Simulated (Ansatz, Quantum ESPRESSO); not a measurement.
# Tuning the work function of W(100), part 10 of 11

Which overlayers raise and which lower the work function of W(100), and does electronegativity predict it?

Quantum ESPRESSO 7.5; plane-wave DFT, PBE, GBRV ultrasoft pseudopotentials; geometry by Ansatz 0.2.0 with PAW datasets.

So far. Step 13 (Projected density of states, Se overlayer): The atomic orbitals miss 0.1 % of the occupied states; for empty states the projections can miss much more. Step 14 (Geometry from Ansatz, Te overlayer): The relaxation lowers the energy by 27 meV an atom. Held were the atoms numbered 1, 2 and 3; the forces quoted are those on the free ones.

## Step 15: SCF with pw.x, Te overlayer

Level of this step: plane-wave DFT, PBE, GBRV ultrasoft pseudopotentials (Quantum ESPRESSO 7.5).

Input file Te.esm.in:

```
&control
  prefix = 'Te.esm'
  outdir = './out'
  pseudo_dir = './pseudo'
  calculation = 'scf'
  tprnfor = .true.
/
&system
  ibrav = 0
  nat = 6
  ntyp = 2
  ecutwfc = 40
  ecutrho = 200
  occupations = 'smearing'
  smearing = 'mv'
  degauss = 0.02
  assume_isolated = 'esm'
  esm_bc = 'bc1'
/
&electrons
  conv_thr = 1e-07
  mixing_beta = 0.4
  electron_maxstep = 120
  mixing_mode = 'local-TF'
/
ATOMIC_SPECIES
  W   183.8400  w_pbe_v1.2.uspp.F.UPF
  Te  127.6000  te_pbe_v1.uspp.F.UPF
CELL_PARAMETERS angstrom
  3.16000000000000 0.00000000000000 0.00000000000000
  0.00000000000000 3.16000000000000 0.00000000000000
  0.00000000000000 0.00000000000000 25.32000000000000
ATOMIC_POSITIONS crystal
  W   0.000000000000 0.000000000000 -0.160273893528
  W   0.500000000000 0.500000000000 -0.097872629728
  W   0.000000000000 0.000000000000 -0.035471365828
  W   0.500000000000 0.500000000000 0.026712397003
  W   0.000000000000 0.000000000000 0.090941800048
  Te  0.500000000000 0.500000000000 0.160273893528
K_POINTS automatic
  8 8 1 0 0 0
```

Launch:

```bash
$ OMP_NUM_THREADS=1 mpirun -n 4 pw.x -nk 4 -in Te.esm.in > Te.esm.out
```

Output:

```text
[banner, memory and clock lines left out]
Program PWSCF v.7.5 starts

          URL

     Message from routine setup:
     using ibrav=0 with symmetry is DISCOURAGED, use correct ibrav instead

     G-vector sticks info

     bravais-lattice index     =            0
     lattice parameter (alat)  =       5.9715  a.u.
     unit-cell volume          =    1706.2178 (a.u.)^3
     number of atoms/cell      =            6
     number of atomic types    =            2
     number of electrons       =        76.00
     number of Kohn-Sham states=           46
     kinetic-energy cutoff     =      40.0000  Ry
     charge density cutoff     =     200.0000  Ry
     scf convergence threshold =      1.0E-07
     mixing beta               =       0.4000
     number of iterations used =            8  local-TF  mixing
     Exchange-correlation= SLA  PW   PBE  PBE
                           (   1   4   3   4   0   0   0)

     Effective Screening Medium Method
     Boundary Conditions: Vacuum-Slab-Vacuum
     total charge in unit cell        =   0.0000
     grid points for fit at edges     =        4

     celldm(1)=   5.971535  celldm(2)=   0.000000  celldm(3)=   0.000000
     celldm(4)=   0.000000  celldm(5)=   0.000000  celldm(6)=   0.000000

     crystal axes: (cart. coord. in units of alat)
               a(1) = (   1.000000   0.000000   0.000000 )
               a(2) = (   0.000000   1.000000   0.000000 )
               a(3) = (   0.000000   0.000000   8.012658 )

     reciprocal axes: (cart. coord. in units 2 pi/alat)
               b(1) = (  1.000000  0.000000  0.000000 )
               b(2) = (  0.000000  1.000000  0.000000 )
               b(3) = (  0.000000  0.000000  0.124803 )

     PseudoPot. # 1 for W  read from file:
     ./pseudo/w_pbe_v1.2.uspp.F.UPF
     Pseudo is Ultrasoft + core correction, Zval = 14.0
     Generated by new atomic code, or converted to UPF format
     Using radial grid of  923 points,  8 beta functions with:
                l(1) =   0
                l(2) =   0
                l(3) =   0
                l(4) =   1
                l(5) =   1
                l(6) =   2
                l(7) =   2
                l(8) =   3
     Q(r) pseudized with  6 coefficients,  rinner =    1.350   1.350   1.350
                                                       1.350   1.350   1.350
                                                       1.350

     PseudoPot. # 2 for Te read from file:
     ./pseudo/te_pbe_v1.uspp.F.UPF
     Pseudo is Ultrasoft + core correction, Zval =  6.0
     Generated by new atomic code, or converted to UPF format
     Using radial grid of  891 points,  5 beta functions with:
                l(1) =   0
                l(2) =   0
                l(3) =   1
                l(4) =   1
                l(5) =   2
     Q(r) pseudized with  6 coefficients,  rinner =    1.800   1.800   1.800
                                                       1.800   1.800

     atomic species   valence    mass     pseudopotential
     W                14.00   183.84000     W ( 1.00)
     Te                6.00   127.60000     Te( 1.00)

      8 Sym. Ops. (no inversion) found

   Cartesian axes

     site n.     atom                  positions (alat units)
         1        W      tau(   1) = (   0.0000000   0.0000000  -1.2842199  )
         2        W      tau(   2) = (   0.5000000   0.5000000  -0.7842199  )
         3        W      tau(   3) = (   0.0000000   0.0000000  -0.2842199  )
         4        W      tau(   4) = (   0.5000000   0.5000000   0.2140373  )
         5        W      tau(   5) = (   0.0000000   0.0000000   0.7286856  )
         6        Te     tau(   6) = (   0.5000000   0.5000000   1.2842199  )

     number of k points=    15  Marzari-Vanderbilt smearing, width (Ry)=  0.0200
                       cart. coord. in units 2pi/alat
        k(    1) = (   0.0000000   0.0000000   0.0000000), wk =   0.0312500
        k(    2) = (   0.0000000   0.1250000   0.0000000), wk =   0.1250000
        k(    3) = (   0.0000000   0.2500000   0.0000000), wk =   0.1250000
        k(    4) = (   0.0000000   0.3750000   0.0000000), wk =   0.1250000
        k(    5) = (   0.0000000  -0.5000000   0.0000000), wk =   0.0625000
        k(    6) = (   0.1250000   0.1250000   0.0000000), wk =   0.1250000
        k(    7) = (   0.1250000   0.2500000   0.0000000), wk =   0.2500000
        k(    8) = (   0.1250000   0.3750000   0.0000000), wk =   0.2500000
        k(    9) = (   0.1250000  -0.5000000   0.0000000), wk =   0.1250000
        k(   10) = (   0.2500000   0.2500000   0.0000000), wk =   0.1250000
        k(   11) = (   0.2500000   0.3750000   0.0000000), wk =   0.2500000
        k(   12) = (   0.2500000  -0.5000000   0.0000000), wk =   0.1250000
        k(   13) = (   0.3750000   0.3750000   0.0000000), wk =   0.1250000
        k(   14) = (   0.3750000  -0.5000000   0.0000000), wk =   0.1250000
        k(   15) = (  -0.5000000  -0.5000000   0.0000000), wk =   0.0312500

     Dense  grid:    81503 G-vectors     FFT dimensions: (  27,  27, 216)

     Smooth grid:    57953 G-vectors     FFT dimensions: (  25,  25, 200)

     Initial potential from superposition of free atoms

     starting charge      75.4981, renormalised to      76.0000

     negative rho (up, down):  3.210E-01 0.000E+00
     Starting wfcs are   69 randomized atomic wfcs

     per-process dynamical memory:    97.6 Mb

     Self-consistent Calculation

     iteration #  1     ecut=    40.00 Ry     beta= 0.40
     Davidson diagonalization with overlap
     ethr =  1.00E-02,  avg # of iterations =  1.5

     negative rho (up, down):  3.247E-01 0.000E+00

     total energy              =    -821.86464939 Ry
     estimated scf accuracy    <      17.37959583 Ry

     iteration #  2     ecut=    40.00 Ry     beta= 0.40
     Davidson diagonalization with overlap
     ethr =  1.00E-02,  avg # of iterations =  1.0

     negative rho (up, down):  3.304E-01 0.000E+00

     total energy              =    -821.75237330 Ry
     estimated scf accuracy    <       5.14268176 Ry

     iteration #  3     ecut=    40.00 Ry     beta= 0.40
     Davidson diagonalization with overlap
     ethr =  6.77E-03,  avg # of iterations =  1.0

     negative rho (up, down):  3.364E-01 0.000E+00

     total energy              =    -821.59996196 Ry
     estimated scf accuracy    <       1.46864724 Ry

     iteration #  4     ecut=    40.00 Ry     beta= 0.40
     Davidson diagonalization with overlap
     ethr =  1.93E-03,  avg # of iterations =  6.7

     negative rho (up, down):  3.344E-01 0.000E+00

     total energy              =    -821.81102253 Ry
[...]
-42.0189 -41.8930 -41.8586 -41.7919 -17.5912 -11.6820 -10.5329  -9.5566
    -9.1997  -8.8512  -8.4437  -8.0828  -6.8901  -6.4033  -6.3642  -6.3615
    -5.7145  -5.4696  -5.4499  -4.9767  -4.9467  -4.1358  -3.9904  -3.5277
    -3.3414  -3.0473  -2.7949  -2.5854  -2.2235  -1.8734

          k = 0.0000 0.3750 0.0000 (  7240 PWs)   bands (ev):

   -78.1677 -78.1091 -78.0628 -78.0564 -77.9823 -42.9374 -42.9167 -42.6760
   -42.5781 -42.4093 -42.3757 -42.2959 -42.2713 -42.1586 -42.0954 -42.0706
   -41.9873 -41.9862 -41.8573 -41.7874 -16.8236 -11.0564 -10.4009  -9.8691
    -9.2697  -8.7984  -8.2418  -7.4715  -6.9448  -6.9180  -6.8777  -5.8510
    -5.7633  -5.5034  -5.4151  -4.9577  -4.7397  -4.1724  -3.9410  -3.5195
    -3.4171  -2.8399  -2.5166  -2.3470  -1.7839  -1.6544

          k = 0.0000-0.5000 0.0000 (  7184 PWs)   bands (ev):

   -78.1569 -78.1002 -78.0691 -78.0550 -77.9905 -42.9737 -42.9553 -42.6888
   -42.6358 -42.4192 -42.2924 -42.2749 -42.2408 -42.1866 -42.1239 -42.0608
   -42.0467 -41.9875 -41.8570 -41.7859 -16.3891 -11.6949  -9.9275  -9.8493
    -9.2680  -8.2775  -7.9866  -7.8302  -7.1125  -7.0980  -6.4606  -6.3185
    -5.8525  -5.7757  -5.2445  -4.7610  -4.5749  -4.4241  -3.4985  -3.3377
    -2.9103  -2.6364  -2.4848  -1.9010  -1.6830  -1.2327

          k = 0.1250 0.1250 0.0000 (  7287 PWs)   bands (ev):

   -78.2035 -78.1268 -78.0825 -78.0313 -77.9590 -42.7344 -42.6988 -42.6711
   -42.5450 -42.4459 -42.4368 -42.3449 -42.2522 -42.2307 -42.0456 -42.0099
   -41.9760 -41.8933 -41.8108 -41.8032 -17.9634 -12.2650 -10.8240  -9.6047
    -8.9892  -8.9733  -8.1238  -8.0404  -7.0735  -6.5366  -6.2585  -5.9433
    -5.9112  -5.7680  -5.5566  -4.8885  -4.4951  -4.3359  -4.1052  -3.5911
    -3.3117  -3.0477  -2.7217  -2.3085  -2.0472  -1.7046

          k = 0.1250 0.2500 0.0000 (  7281 PWs)   bands (ev):

   -78.1855 -78.1182 -78.0731 -78.0413 -77.9693 -42.8160 -42.7982 -42.6646
   -42.5534 -42.4803 -42.4329 -42.3539 -42.2628 -42.2143 -42.0851 -42.0161
   -41.9926 -41.9110 -41.8285 -41.8136 -17.3944 -11.3810 -10.2065  -9.2764
    -9.0029  -8.5391  -8.1323  -8.0176  -7.1690  -6.7528  -6.5254  -6.4108
    -6.3303  -6.0244  -5.9766  -5.1471  -4.7218  -4.4074  -4.1653  -3.2841
    -3.1543  -2.8710  -2.5286  -2.3751  -2.0933  -1.9767

          k = 0.1250 0.3750 0.0000 (  7253 PWs)   bands (ev):

   -78.1650 -78.1070 -78.0607 -78.0567 -77.9823 -42.9033 -42.8897 -42.7082
   -42.5907 -42.5042 -42.3519 -42.3408 -42.2876 -42.1913 -42.0991 -42.0633
   -41.9960 -41.9392 -41.8603 -41.8155 -16.6353 -10.8056 -10.1430  -9.5475
    -9.0661  -8.5609  -7.9810  -7.6271  -7.1961  -7.0437  -6.8232  -6.2586
    -6.2037  -5.8252  -5.7086  -5.1771  -4.8215  -4.3267  -4.1297  -3.4228
    -2.8938  -2.6675  -2.3921  -2.2690  -1.7275  -1.4704

          k = 0.1250-0.5000 0.0000 (  7286 PWs)   bands (ev):

   -78.1555 -78.0989 -78.0678 -78.0538 -77.9892 -42.9393 -42.9235 -42.7232
   -42.6500 -42.4983 -42.3243 -42.2861 -42.2794 -42.1912 -42.1174 -42.1000
   -41.9891 -41.9688 -41.8656 -41.8185 -16.2059 -11.4752  -9.5801  -9.5447
    -9.1080  -8.1872  -8.0864  -7.7296  -7.2313  -7.2004  -6.6527  -6.5736
    -6.1204  -5.5755  -5.5170  -5.2793  -4.4959  -4.2556  -4.0683  -3.3624
    -2.4653  -2.4468  -2.2717  -2.1057  -1.9090  -1.1892

          k = 0.2500 0.2500 0.0000 (  7281 PWs)   bands (ev):

   -78.1725 -78.1109 -78.0650 -78.0479 -77.9751 -42.8002 -42.7780 -42.7484
   -42.5596 -42.5401 -42.5323 -42.3426 -42.3055 -42.2443 -42.0825 -42.0153
   -41.9843 -41.9404 -41.8556 -41.8196 -16.8434 -10.6223  -9.4166  -8.8354
    -8.5231  -8.4842  -7.8515  -7.6649  -7.5724  -7.2729  -7.0287  -6.8218
    -6.7049  -6.5811  -6.3131  -5.7619  -4.6324  -4.4228  -4.2569  -3.4573
    -3.0878  -2.8823  -2.1089  -1.8438  -1.6951  -1.6845

          k = 0.2500 0.3750 0.0000 (  7315 PWs)   bands (ev):

   -78.1584 -78.1016 -78.0581 -78.0553 -77.9823 -42.8652 -42.8174 -42.7747
   -42.6624 -42.5649 -42.4478 -42.3553 -42.3058 -42.2674 -42.0966 -42.0494
   -41.9967 -41.9362 -41.8898 -41.8426 -16.1072 -10.2155  -9.7501  -8.9571
    -8.5221  -8.2171  -8.0798  -7.8323  -7.3278  -6.9970  -6.9711  -6.8090
    -6.6172  -6.3495  -6.2683  -5.7542  -4.7974  -4.3610  -3.8316  -3.4415
    -2.7580  -2.5042  -2.1346  -1.9307  -1.5852  -1.1728

          k = 0.2500-0.5000 0.0000 (  7344 PWs)   bands (ev):

   -78.1522 -78.0957 -78.0645 -78.0507 -77.9859 -42.8746 -42.8509 -42.8204
   -42.7033 -42.5613 -42.3747 -42.3503 -42.2745 -42.2317 -42.2262 -42.0836
   -41.9569 -41.9188 -41.9031 -41.8760 -15.6915 -10.9375  -9.3163  -9.0835
    -8.7038  -8.1902  -8.0738  -7.8090  -7.4145  -7.0395  -6.9915  -6.6123
    -6.2509  -6.1834  -6.0427  -5.3975  -4.9349  -4.3342  -3.4226  -3.2986
    -2.4939  -2.4409  -2.0246  -1.6799  -1.5277  -1.1303

          k = 0.3750 0.3750 0.0000 (  7350 PWs)   bands (ev):

   -78.1518 -78.0954 -78.0600 -78.0500 -77.9825 -42.9270 -42.8624 -42.7468
   -42.6420 -42.6110 -42.4390 -42.3789 -42.3326 -42.2819 -42.1488 -42.0763
   -42.0548 -41.9602 -41.9002 -41.8349 -15.4022  -9.8409  -9.6552  -9.5905
    -8.8201  -8.1429  -7.8302  -7.6795  -7.3845  -7.2431  -7.1274  -6.8350
    -6.4740  -6.3002  -6.0074  -5.7033  -4.3443  -3.5015  -3.3283  -3.0126
    -2.5244  -2.5161  -2.2026  -1.4628  -1.1944  -1.0702

          k = 0.3750-0.5000 0.0000 (  7348 PWs)   bands (ev):

   -78.1490 -78.0925 -78.0613 -78.0477 -77.9826 -42.9375 -42.9346 -42.7341
   -42.6770 -42.5322 -42.4462 -42.3448 -42.3314 -42.2629 -42.2168 -42.1694
   -42.0247 -42.0031 -41.8626 -41.8509 -15.0063 -10.3689  -9.7671  -9.3985
    -9.0525  -8.1535  -8.0661  -7.5562  -7.5018  -7.2445  -7.1569  -6.6586
    -6.3491  -6.3095  -5.4311  -5.2933  -4.1325  -3.2320  -3.0774  -2.5438
    -2.2800  -2.1197  -1.7533  -1.5349  -1.1490  -0.8567

          k =-0.5000-0.5000 0.0000 (  7320 PWs)   bands (ev):

   -78.1476 -78.0911 -78.0599 -78.0464 -77.9813 -42.9788 -42.9788 -42.6842
   -42.6842 -42.4442 -42.4088 -42.4088 -42.3262 -42.3189 -42.2570 -42.1458
   -42.0707 -42.0707 -41.8404 -41.8404 -14.6245 -10.0634 -10.0634  -9.6637
    -9.5484  -8.2327  -8.1224  -7.5711  -7.5711  -7.1450  -7.1450  -6.8503
    -6.2155  -6.2155  -4.7347  -4.7347  -4.2606  -2.4192  -2.1619  -2.0094
    -2.0094  -1.4490  -1.4330  -1.3343  -1.3343  -0.8533

     the Fermi energy is    -4.1266 ev

!    total energy              =    -821.93169982 Ry
     estimated scf accuracy    <       0.00000003 Ry
     smearing contrib. (-TS)   =      -0.00091382 Ry
     internal energy E=F+TS    =    -821.93078600 Ry

     The total energy is F=E-TS. E is the sum of the following terms:
     one-electron contribution =   11307.12188624 Ry
     hartree contribution      =   -5679.13289820 Ry
     xc contribution           =    -220.55639137 Ry
     ewald contribution        =   -6229.36338266 Ry

     convergence has been achieved in  39 iterations

     negative rho (up, down):  3.339E-01 0.000E+00

     Forces acting on atoms (cartesian axes, Ry/au):

     atom    1 type  1   force =     0.00000000    0.00000000    0.05313563
     atom    2 type  1   force =     0.00000000    0.00000000   -0.05900638
     atom    3 type  1   force =     0.00000000    0.00000000    0.00452326
     atom    4 type  1   force =     0.00000000    0.00000000    0.00340628
     atom    5 type  1   force =     0.00000000    0.00000000   -0.00877809
     atom    6 type  2   force =     0.00000000    0.00000000    0.00695872

     Total force =     0.080391     Total SCF correction =     0.000625

     XML data file, charge density, pseudopotentials, collected wavefunctions

                                        0.00s GPU  (    1037 calls)

Note: The following floating-point exceptions are signalling: IEEE_DIVIDE_BY_ZERO IEEE_UNDERFLOW_FLAG IEEE_DENORMAL
Note: The following floating-point exceptions are signalling: IEEE_DIVIDE_BY_ZERO IEEE_UNDERFLOW_FLAG IEEE_DENORMAL
Note: The following floating-point exceptions are signalling: IEEE_DIVIDE_BY_ZERO IEEE_UNDERFLOW_FLAG IEEE_DENORMAL
Note: The following floating-point exceptions are signalling: IEEE_DIVIDE_BY_ZERO IEEE_UNDERFLOW_FLAG IEEE_DENORMAL
```

Wall time 2.8 min (4 MPI ranks of Intel Xeon at 2.70GHz, shared host); peak memory 1.1 GiB.

Read from the output:

- free energy: -11182.9505 eV
- Fermi energy: -4.127 eV
- vacuum line at the lower end of the cell, over the Fermi level: 4.278 eV
- vacuum line at the upper end of the cell, over the Fermi level: 3.975 eV

Electrostatic potential energy of an electron; zero at the Fermi level. Table of potential energy, planar mean by z:

| z (Å) | potential energy, planar mean (eV) |
| --- | --- |
| -12.5 | 4.28 |
| -12.0 | 4.28 |
| -11.5 | 4.28 |
| -11.0 | 4.28 |
| -10.5 | 4.28 |
| -10.0 | 4.28 |
| -9.5 | 4.28 |
| -9.0 | 4.28 |
| -8.5 | 4.28 |
| -8.0 | 4.27 |
| -7.5 | 4.26 |
| -7.0 | 4.21 |
| -6.5 | 4.08 |
| -6.0 | 3.68 |
| -5.5 | 2.50 |
| -5.0 | -1.04 |
| -4.5 | -7.27 |
| -4.0 | -10.1 |
| -3.5 | -8.40 |
| -3.0 | -8.64 |
| -2.5 | -10.7 |
| -2.0 | -9.29 |
| -1.5 | -8.80 |
| -1.0 | -10.7 |
| -0.5 | -9.56 |
| 0.0 | -8.61 |
| 0.5 | -10.5 |
| 1.0 | -9.58 |
| 1.5 | -7.66 |
| 2.0 | -9.91 |
| 2.5 | -10.4 |
| 3.0 | -7.43 |
| 3.5 | 5.61 |
| 4.0 | 21.7 |
| 4.5 | 12.0 |
| 5.0 | -0.313 |
| 5.5 | 2.61 |
| 6.0 | 3.61 |
| 6.5 | 3.88 |
| 7.0 | 3.95 |
| 7.5 | 3.97 |
| 8.0 | 3.97 |
| 8.5 | 3.97 |
| 9.0 | 3.97 |
| 9.5 | 3.97 |
| 10.0 | 3.97 |
| 10.5 | 3.97 |
| 11.0 | 3.97 |
| 11.5 | 3.97 |
| 12.0 | 3.97 |
| 12.5 | 3.97 |

The covered face stands at 3.97 eV against 4.14 eV when clean.

Inside the slab this potential holds the local part of the pseudopotentials, which can be repulsive at the nuclei; only its value in the vacuum has a meaning of its own.

[end of part 10 of 11]

[Logs are printed without paths, hosts, clocks, repeated set-up lines and the standing remarks that a program may print on its own settings, such as how far it seeks lower states.]

[Hosts, paths, dates, database ids (printed as entryN), source tags and the programs' standing remarks are cut or masked in the printed files.]

[Maps of the electrostatic potential energy from Ansatz leave out the sawtooth potential of an applied field or a dipole correction, so their vacuum need not be flat; planar profiles and work functions include it.]
